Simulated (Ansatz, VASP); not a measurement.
**Two plane-wave programs on W**

```
W
1.0
    -1.59185    1.59185    1.59185
     1.59185   -1.59185    1.59185
     1.59185    1.59185   -1.59185
W
1
Cartesian
  0.0000 0.0000 0.0000
```

Alike in both runs: functional PBE; k mesh 18 × 18 × 18; occupations gaussian, width 0.1 eV; no spin polarisation.

Ansatz relaxed the structure, and its values are those at the end. VASP's run is a single point on that final structure, the one shown.

```csv
,VASP,Ansatz
version,VASP 6.6.1,Ansatz 0.2.0
potentials or method,"VASP PAW PBE potentials, release 64 (W_sv)","scalar-relativistic, plane waves, PAW"
plane-wave cutoff (eV),520,420
valence electrons in the cell,14,14
```

|  | VASP | Ansatz | Ansatz less VASP |
| --- | --- | --- | --- |
| gap on the k mesh at the Fermi level (eV) | none | none | - |
| pressure (GPa) | 0.4 | 0.0 | -0.44 |

A gap of «none» marks a metal or a gap that the smearing closes.

Spin-orbit coupling is left out, which matters for the levels of W.
